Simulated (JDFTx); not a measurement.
Runs of JDFTx 1.7.0 (patched build) on BaTiO3. The typed cell holds 5 atoms: a = 4.004 Å, b = 4.004 Å, c = 4.004 Å, α = 89.85°, β = 89.85°, γ = 89.85°. 

```csv
level,gap on the mesh (eV),pressure (GPa),largest force (eV/Å)
PBEsol,2.71,(b),1.42
SCAN,3.19,6.8,1.47
TPSS,(a),8.5,1.63
LDA,2.69,1.1,1.44
r2SCAN,3.17,7.1,1.48
```

Alike in all rows: task single point; potentials or basis SG15-PBE-1.2 with smoothed tails; no spin polarisation; cell as given; k mesh 2 × 2 × 2; cutoff (eV) 1361; smearing fermi-dirac 0.05 eV; the mesh is coarse, so values aren't converged.

Q: Estimate the missing entries.

A: (a) 2.86; (b) 4.7.

Caveats: all runs use coarse meshes; the empty levels aren't tightly converged; the potentials were made for another functional, which shifts forces and pressure; spin-orbit coupling is left out, which moves the levels of the heavy elements; meta-GGA forces are noisy on this grid (some runs).

A k mesh can miss the band edges, and the runs leave out spin-orbit coupling on Ba.
